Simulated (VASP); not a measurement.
# Cr: equation of state with PBE

Cr:

```
Cr
1.0
    -1.42375    1.42375    1.42375
     1.42375   -1.42375    1.42375
     1.42375    1.42375   -1.42375
Cr
1
Direct
  0.00000 0.00000 0.00000
```

```
Program             : VASP 6.6.1
Task                : equation of state
Functional          : PBE
Potentials or basis : VASP PAW PBE potentials, release 64 (Cr_pv)
Cutoff              : 520 eV
k mesh              : 10 × 10 × 10
Occupations         : fermi-dirac, width 0.05 eV
Spin                : collinear spin, ferromagnetic start
Starting moments    : [3.0] μB
```

```
Equilibrium volume                      : 11.55 Å³/atom
Bulk modulus                            : 257 GPa
Pressure derivative of the bulk modulus : 4.3 (rough: it moves with the points fitted)
```

Energy against volume, from the lowest point:
```tsv
volume (Å³/atom)	energy (meV/atom)
11.082	16.46
11.313	4.10
11.544	0.00
11.775	3.33
12.006	13.35
```

All runs of the series together: 77 s on 1 thread of Intel(R) Xeon(R) Platinum 8175M CPU @ 2.50GHz (Skylake/Cascade Lake), on a shared host.
